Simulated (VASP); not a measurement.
# Se (P3_121) in VASP: further runs, part 2 of 2

VASP 6.6.1. The steps go on from the part before.

## (3) Dielectric tensor, PBE+D3(BJ)

The input, INCAR:

```
SYSTEM = Se
PREC     = Accurate       ! precision mode
ENCUT    = 600            ! plane-wave cutoff, eV
EDIFF    = 1E-8           ! SCF threshold, eV
ISMEAR   = 0              ! smearing method
SIGMA    = 0.03           ! smearing width, eV
LREAL    = .FALSE.        ! projectors in reciprocal space
LASPH    = .TRUE.         ! aspherical terms in the spheres
NELM     = 80             ! most SCF steps
ALGO     = Normal         ! electronic algorithm
ISIF     = 2              ! what is computed and relaxed
LWAVE    = .FALSE.        ! write WAVECAR
LCHARG   = .FALSE.        ! write CHGCAR
GGA      = PE             ! functional
IVDW     = 12             ! dispersion correction
LEPSILON = .TRUE.         ! dielectric tensor by DFPT
KPAR     = 2
```

The input, KPOINTS:

```
regular mesh
0
G
  12 12 9
  0 0 0
```

The input, POSCAR:

```
Se                                      
1.0
    4.0651137351      0.0000000000     -0.0000000000
   -2.0325568676      3.5204917639      0.0000000000
    0.0000000000      0.0000000000      5.1330593826
  Se            
     3
Direct
     0.2478045680355637    1.0000000000000000    0.3333333332999970
     0.0000000000000000    0.2478045680355637    0.6666666667000030
     0.7521954319644364    0.7521954319644364    1.0000000000000000
```

Potentials or basis: VASP PAW PBE potentials, release 64 (Se).

On the command line:

```sh
$ cat potpaw_PBE.64/Se/POTCAR > POTCAR
$ mpirun -np 2 vasp_std > vasp.out
```

OUTCAR:

```text
SYSTEM = Se
   PREC = Accurate
   ENCUT = 600
   EDIFF = 1E-8
   ISMEAR = 0
   LREAL = .FALSE.
   LASPH = .TRUE.
   NELM = 80
   ISIF = 2
   GGA = PE
   IVDW = 12
   LEPSILON = .TRUE.
 IVDW          = 12

 ion  position               nearest neighbor table
   1  0.248  0.000  0.333-   3 2.44   2 2.44
   2  0.000  0.248  0.667-   3 2.44   1 2.44
   3  0.752  0.752  0.000-   1 2.44   2 2.44

  LATTYP: Found a hexagonal cell.
 ALAT       =     4.0651137351
 C/A-ratio  =     1.2627099061

  Lattice vectors:

 A1 = (   4.0651137351,   0.0000000000,   0.0000000000)
 A2 = (  -2.0325568676,   3.5204917639,   0.0000000000)
 A3 = (   0.0000000000,   0.0000000000,   5.1330593826)

Analysis of symmetry for initial positions (statically):
=====================================================================
 Subroutine PRICEL returns:
 Original cell was already a primitive cell.

 Routine SETGRP: Setting up the symmetry group for a
 hexagonal supercell.

 Subroutine GETGRP returns: Found  6 space group operations
 (whereof  2 operations were pure point group operations)
 out of a pool of 24 trial point group operations.

The static configuration has the point symmetry C_2 .
 The point group associated with its full space group is D_3 .

Analysis of symmetry for dynamics (positions and initial velocities):
=====================================================================
 Subroutine PRICEL returns:
 Original cell was already a primitive cell.

 Routine SETGRP: Setting up the symmetry group for a
 hexagonal supercell.

 Subroutine GETGRP returns: Found  6 space group operations
 (whereof  2 operations were pure point group operations)
 out of a pool of 24 trial point group operations.

The dynamic configuration has the point symmetry C_2 .
 The point group associated with its full space group is D_3 .

 Subroutine INISYM returns: Found  6 space group operations
 (whereof  2 operations are pure point group operations),
 and found     1 'primitive' translations

----------------------------------------------------------------------------------------

                                     Primitive cell

  volume of cell :      73.4602

  direct lattice vectors                    reciprocal lattice vectors
     4.065113735  0.000000000  0.000000000     0.245995577  0.142025613  0.000000000
    -2.032556868  3.520491764  0.000000000     0.000000000  0.284051226  0.000000000
     0.000000000  0.000000000  5.133059383     0.000000000  0.000000000  0.194815592

  length of vectors
     4.065113735  4.065113735  5.133059383     0.284051226  0.284051226  0.194815592

  position of ions in fractional coordinates (direct lattice)
     0.247804568  0.000000000  0.333333333
     0.000000000  0.247804568  0.666666667
     0.752195432  0.752195432  0.000000000

  ion indices of the primitive-cell ions
   primitive index   ion index
                 1           1
                 2           2
                 3           3
[... 497 lines left out ...]
      7       2.0980      2.00000
      8       2.6021      2.00000
      9       3.0967      2.00000
     10       4.8284      0.00000
     11       5.0112      0.00000
     12       5.7102      0.00000
     13       9.3403      0.00000

 [... further k-points ...]

  FORCE on cell =-STRESS in cart. coord.  units (eV):
  Direction    XX          YY          ZZ          XY          YZ          ZX
  --------------------------------------------------------------------------------------
  -------------------------------------------------------------------------------------
  Total      -0.00309    -0.00309    -0.00034     0.00000     0.00000    -0.00000
  in kB      -0.06742    -0.06742    -0.00752     0.00000     0.00000    -0.00000
  external pressure =       -0.05 kB  Pullay stress =        0.00 kB

 VOLUME and BASIS-vectors are now :
 -----------------------------------------------------------------------------
  energy-cutoff  :      600.00
  volume of cell :       73.46
      direct lattice vectors                 reciprocal lattice vectors
     4.065113735  0.000000000  0.000000000     0.245995577  0.142025613  0.000000000
    -2.032556868  3.520491764  0.000000000     0.000000000  0.284051226  0.000000000
     0.000000000  0.000000000  5.133059383     0.000000000  0.000000000  0.194815592

 POSITION                                       TOTAL-FORCE (eV/Angst)
 -----------------------------------------------------------------------------------
      1.00735      0.00000      1.71102         0.000076     -0.000000     -0.000000
     -0.50368      0.87239      3.42204        -0.000038      0.000066      0.000000
      1.52888      2.64810      0.00000        -0.000038     -0.000066     -0.000000
 -----------------------------------------------------------------------------------
    total drift:                                0.000000     -0.000000      0.000000

  FREE ENERGIE OF THE ION-ELECTRON SYSTEM (eV)
  ---------------------------------------------------
  free  energy   TOTEN  =       -11.4924494805 eV

  energy  without entropy=      -11.4924494805  energy(sigma->0) =      -11.49244948

 HEAD OF MICROSCOPIC STATIC DIELECTRIC TENSOR (INDEPENDENT PARTICLE, excluding Hartree and local field effects)
 ------------------------------------------------------
          20.754881    -0.000000    -0.000000
          -0.000000    20.754881    -0.000000
           0.000000     0.000000    29.235878
 ------------------------------------------------------

 Free energy of the ion-electron system (eV)
  ---------------------------------------------------
  ---------------------------------------------------
  free energy    TOTEN  =        -3.84294994 eV

  energy without entropy =       -3.84294994

------------------------ aborting loop because EDIFF is reached ----------------------------------------

 Edisp (eV)   -1.06908

 E8    (eV) :    -0.4417
[... 7 lines left out ...]
 E8    (eV) :    -0.4417

--------------------------------------- Ionic step        3  -------------------------------------------

 Free energy of the ion-electron system (eV)
  ---------------------------------------------------
  ---------------------------------------------------
  free energy    TOTEN  =        -5.79661381 eV

  energy without entropy =       -5.79661381

------------------------ aborting loop because EDIFF is reached ----------------------------------------

 Edisp (eV)   -1.06908

 E8    (eV) :    -0.4417

 PIEZOELECTRIC TENSOR FIELD DIRECTION 3  (e Angst)
 -----------------------------------------------------------------------------
     0.00193  0.00000  0.00000           (  0.00000 -0.00000  0.00000)
    -0.00000  0.00193 -0.00000           ( -0.00000  0.00000  0.00000)
     0.00000  0.00000  0.00242           (  0.00000  0.00000 -0.00001)

 PIEZOELECTRIC TENSOR FIELD DIRECTION 3  (C/m^2)
 -----------------------------------------------------------------------------
     0.00042  0.00000  0.00000
    -0.00000  0.00042 -0.00000
     0.00000  0.00000  0.00053

 MACROSCOPIC STATIC DIELECTRIC TENSOR (including local field effects in DFT)
 ------------------------------------------------------
          18.901855    -0.000000     0.000000
          -0.000000    18.901855    -0.000000
          -0.000000     0.000000    27.868994
 ------------------------------------------------------

 PIEZOELECTRIC TENSOR (including local field effects)  for field in x, y, z        (e  Angst)
          XX          YY          ZZ          XY          YZ          ZX
  --------------------------------------------------------------------------------
  x    -2.37114     2.37114     0.00000    -0.00000     0.55128     0.00000
  y    -0.00000     0.00000     0.00000     2.37114    -0.00000    -0.55128
  z     0.00000     0.00000     0.00000    -0.00000     0.00000    -0.00000

 PIEZOELECTRIC TENSOR (including local field effects)  for field in x, y, z        (C/m^2)
          XX          YY          ZZ          XY          YZ          ZX
  --------------------------------------------------------------------------------
  x    -0.51715     0.51715     0.00000    -0.00000     0.12024     0.00000
  y    -0.00000     0.00000     0.00000     0.51715    -0.00000    -0.12023
  z     0.00000     0.00000     0.00000    -0.00000     0.00000    -0.00000

 BORN EFFECTIVE CHARGES (including local field effects) (in |e|, cummulative output)
 ---------------------------------------------------------------------------------
 ion    1
    1     1.63844     0.00000    -0.00000
    2     0.00000    -1.63844     1.04550
    3    -0.00000     1.61434     0.00000
 ion    2
    1    -0.81922    -1.41893    -0.90543
    2    -1.41893     0.81922    -0.52275
    3    -1.39806    -0.80717     0.00000
 ion    3
    1    -0.81922     1.41893     0.90543
    2     1.41893     0.81922    -0.52275
    3     1.39806    -0.80717     0.00000
```

Run time: 12 min. Hardware: 2 MPI ranks of Intel Xeon Platinum 8488C (Sapphire Rapids), shared host; peak memory 1.5 GiB.

What came out:

- Band gap on the k mesh: 0.64 eV, direct
- Electronic dielectric tensor (diagonal): 18.90, 18.90, 27.87
- Born charges (mean of the diagonal): Se +0.00 e
- Dispersion energy per atom: -0.356 eV

Levels at points of the mesh, in eV from the valence-band top:
| k point | band 5 | band 6 | band 7 | band 8 | band 9 | band 10 | band 11 | band 12 | band 13 |
| --- | --- | --- | --- | --- | --- | --- | --- | --- | --- |
| (0.00, 0.00, 0.00) | -3.47 | -3.47 | -1.90 | -1.90 | -0.57 | 1.42 | 1.42 | 2.02 | 6.37 |
| (0.50, 0.00, 0.00) | -4.97 | -3.82 | -3.57 | -1.50 | -1.01 | 1.43 | 1.68 | 4.21 | 4.43 |

Electronic dielectric tensor:
```
18.90  0.00  0.00
 0.00 18.90  0.00
 0.00  0.00 27.87
```

Born effective charge tensors (e):
atom 1, Se
```
 1.64  0.00  0.00
 0.00 -1.64  1.05
 0.00  1.61  0.00
```
atom 2, Se
```
-0.82 -1.42 -0.91
-1.42  0.82 -0.52
-1.40 -0.81  0.00
```
atom 3, Se
```
-0.82  1.42  0.91
 1.42  0.82 -0.52
 1.40 -0.81  0.00
```

Caveat: the gap is small at this level, which inflates the dielectric constant; an odd mesh through Γ misses points on the zone boundary, where band edges often lie.

## (4) Phonons, rev-vdW-DF2

This run uses another cell than the first one, of 25.29 Å³/atom, 1.033 times its volume.

The input, POSCAR:

```
Se
1.0
    4.1188421192      0.0000000000      0.0000000000
   -2.0594210596      3.5670219094     -0.0000000000
   -0.0000000000      0.0000000000      5.1637386728
  Se
     3
Direct
     0.2458319444642024    0.0000000000000000    0.3333333332999970
     0.0000000000000000    0.2458319444642024    0.6666666667000030
     0.7541680555357976    0.7541680555357976    0.0000000000000000
```

The input, INCAR.step1:

```
SYSTEM = Se
  AGGAC = 0.0
  ALGO = Fast
  EDIFF = 1E-8
  EDIFFG = -0.002
  ENCUT = 600
  GGA = MK
  IBRION = 2
  ISIF = 3
  ISMEAR = 0
  KPAR = 2
  LASPH = .True.
  LCHARG = .False.
  LREAL = .False.
  LUSE_VDW = .True.
  LWAVE = .False.
  NELM = 80
  NSW = 40
  PARAM1 = 0.1234
  PARAM2 = 0.711357
  PREC = Accurate
  SIGMA = 0.03
  ZAB_VDW = -1.8867
```

The input, INCAR.step2:

```
SYSTEM = Se
  AGGAC = 0.0
  ALGO = Fast
  EDIFF = 1E-8
  ENCUT = 600
  GGA = MK
  IBRION = 6
  ISIF = 2
  ISMEAR = 0
  KPAR = 2
  LASPH = .True.
  LCHARG = .False.
  LREAL = .False.
  LUSE_VDW = .True.
  LWAVE = .False.
  NELM = 80
  NFREE = 2
  NSW = 1
  PARAM1 = 0.1234
  PARAM2 = 0.711357
  POTIM = 0.015
  PREC = Accurate
  SIGMA = 0.03
  ZAB_VDW = -1.8867
```

The input, KPOINTS:

```
k-points
0
Gamma
  9 9 6
  0 0 0
```

Potentials or basis: VASP PAW PBE potentials, release 64 (Se).

On the command line:

```sh
$ cat potpaw_PBE.64/Se/POTCAR > POTCAR
$ cp INCAR.step1 INCAR
$ mpirun -np 2 vasp_std > vasp.out
$ cp CONTCAR POSCAR
$ cp INCAR.step2 INCAR
$ mpirun -np 2 vasp_std > vasp.out
```

OUTCAR:

```text
SYSTEM = Se
   EDIFF = 1E-8
   ENCUT = 600
   GGA = MK
   IBRION = 6
   ISIF = 2
   ISMEAR = 0
   LASPH = .True.
   LREAL = .False.
   NELM = 80
   NFREE = 2
   NSW = 1
   POTIM = 0.015
   PREC = Accurate

 ion  position               nearest neighbor table
   1  0.246  0.000  0.333-   3 2.46   2 2.46
   2  0.000  0.246  0.667-   3 2.46   1 2.46
   3  0.754  0.754  0.000-   2 2.46   1 2.46

  LATTYP: Found a hexagonal cell.
 ALAT       =     4.1193846774
 C/A-ratio  =     1.2532079564

  Lattice vectors:

 A1 = (   4.1193846774,   0.0000000000,   0.0000000000)
[... 821 lines left out ...]
     13       8.6448      0.00000

 [... further k-points ...]
[... 5 lines left out ...]
  --------------------------------------------------------------------------------------
  -------------------------------------------------------------------------------------
  Total        0.0021896      0.0007772      0.0003114      0.0444749      0.0010181      0.1166777
  in kB        0.0462410      0.0164134      0.0065755      0.9392360      0.0215009      2.4640389
  external PRESSURE =       0.0230766 kB  Pullay stress =       0.0000000 kB
[... 22 lines left out ...]
  energy  without entropy=       -6.3548715995  energy(sigma->0) =       -6.35487160

Total vdW correction in eV:      2.7684554

 INTERNAL STRAIN TENSORS FROM DISPLACED ATOMS
 ============================================

 INTERNAL STRAIN TENSOR FOR ION    1 for displacements in x,y,z  (eV/Angst):
          X           Y           Z          XY          YZ          ZX
  --------------------------------------------------------------------------------
  x    -9.57695    -3.71027    -7.68424     0.00000    -3.33308     0.00000
  y     0.00000     0.00000     0.00000    -2.93272    -0.00000    -3.33246
  z     0.00000     0.00000    -0.00000    -2.96468    -0.00000    -7.77814

 INTERNAL STRAIN TENSOR FOR ION    3 for displacements in x,y,z  (eV/Angst):
          X           Y           Z          XY          YZ          ZX
  --------------------------------------------------------------------------------
  x     4.78801     1.85560     3.84212     2.54008     1.66607     2.88626
  y     3.21346     8.29361     6.65475     1.46683    -2.88626     1.66669
  z     2.56749    -2.56749     0.00000     1.48234     6.73607     3.88907

 Eigenvectors and eigenvalues of the dynamical matrix
 ----------------------------------------------------

   1 f  =    5.905077 THz    37.102691 2PiTHz  196.972156 cm-1    24.421424 meV
             X         Y         Z           dx          dy          dz
      1.012985  0.000000  1.720815    -0.072304    0.158079    0.708094
     -0.506492  0.877270  3.441630     0.173057   -0.016475   -0.634433
      1.553200  2.690221  0.000000    -0.100792   -0.141688   -0.073661
[... 43 lines left out ...]
   9 f/i=    0.000374 THz     0.002351 2PiTHz    0.012480 cm-1     0.001547 meV
             X         Y         Z           dx          dy          dz
      1.012985  0.000000  1.720815    -0.000000    0.000059   -0.577350
     -0.506492  0.877270  3.441630    -0.000051   -0.000030   -0.577350
      1.553200  2.690221  0.000000     0.000051   -0.000030   -0.577350

 ELASTIC MODULI CONTR FROM IONIC RELAXATION (kBar)
 Direction    XX          YY          ZZ          XY          YZ          ZX
 --------------------------------------------------------------------------------
 XX        -377.7389   -173.5721   -318.8332     -0.0000   -140.1865     -0.0000
 YY        -173.5721   -377.7389   -318.8332      0.0000    140.1865     -0.0000
 ZZ        -318.8332   -318.8332   -368.7742     -0.0000      0.0000     -0.0000
 XY          -0.0000      0.0000      0.0000   -102.0834     -0.0000   -140.1865
 YZ        -140.1865    140.1865     -0.0000     -0.0000   -246.8984     -0.0000
 ZX           0.0000      0.0000     -0.0000   -140.1865      0.0000   -246.8984
 --------------------------------------------------------------------------------
```

OUTCAR.step1:

```text
SYSTEM = Se
   EDIFF = 1E-8
   EDIFFG = -0.002
   ENCUT = 600
   GGA = MK
   IBRION = 2
   ISIF = 3
   ISMEAR = 0
   LASPH = .True.
[... 729 lines left out ...]
  --------------------------------------------------------------------------------------
  -------------------------------------------------------------------------------------
  Total       -0.0008710     -0.0008710     -0.0027275     -0.0000000     -0.0000000     -0.0000000
  in kB       -0.0183940     -0.0183940     -0.0575997     -0.0000000     -0.0000000     -0.0000000
  external PRESSURE =      -0.0314626 kB  Pullay stress =       0.0000000 kB
[... 22 lines left out ...]
  energy  without entropy=       -6.3556758652  energy(sigma->0) =       -6.35567587

Total vdW correction in eV:      2.7684466

 reached required accuracy - stopping structural energy minimisation
```

OSZICAR.step1:

```text
N       E                     dE             d eps       ncg     rms          rms(c)
DAV:   1     0.972223223767E+02    0.97222E+02   -0.79993E+03  1612   0.130E+03
DAV:   2     0.286959930662E+00   -0.96935E+02   -0.93306E+02  2117   0.187E+02
DAV:   3    -0.635135702235E+01   -0.66383E+01   -0.65718E+01  1942   0.558E+01
DAV:   4    -0.642142035457E+01   -0.70063E-01   -0.69971E-01  1822   0.664E+00
[... 29 lines left out ...]
RMM:   2    -0.635567603515E+01    0.54184E-06   -0.15423E-06  1612   0.894E-03    0.311E-03
RMM:   3    -0.635567590064E+01    0.13450E-06   -0.10582E-06  1612   0.642E-03    0.688E-04
RMM:   4    -0.635567589014E+01    0.10502E-07   -0.68468E-08  1597   0.207E-03    0.508E-04
RMM:   5    -0.635567587327E+01    0.16871E-07   -0.12447E-08  1061   0.781E-04    0.301E-04
RMM:   6    -0.635567586520E+01    0.80684E-08   -0.26616E-09   995   0.313E-04
   4 F= -.63556759E+01 E0= -.63556759E+01  d E =-.996058E-06
```

Run time: 15 min. Hardware: 2 MPI ranks of Intel Xeon 6975P-C (Granite Rapids), shared host; peak memory 0.69 GiB.

What came out:

* Highest phonon frequency at Γ: 197 cm⁻¹

Phonon frequencies in cm⁻¹ (negative: imaginary):
```
              q point                    frequencies
(0.000, 0.000, 0.000)  0 0 0 122 136 136 187 197 197
```

Caveat: the PAW data sets were made with another functional, which shifts forces and pressure a little.
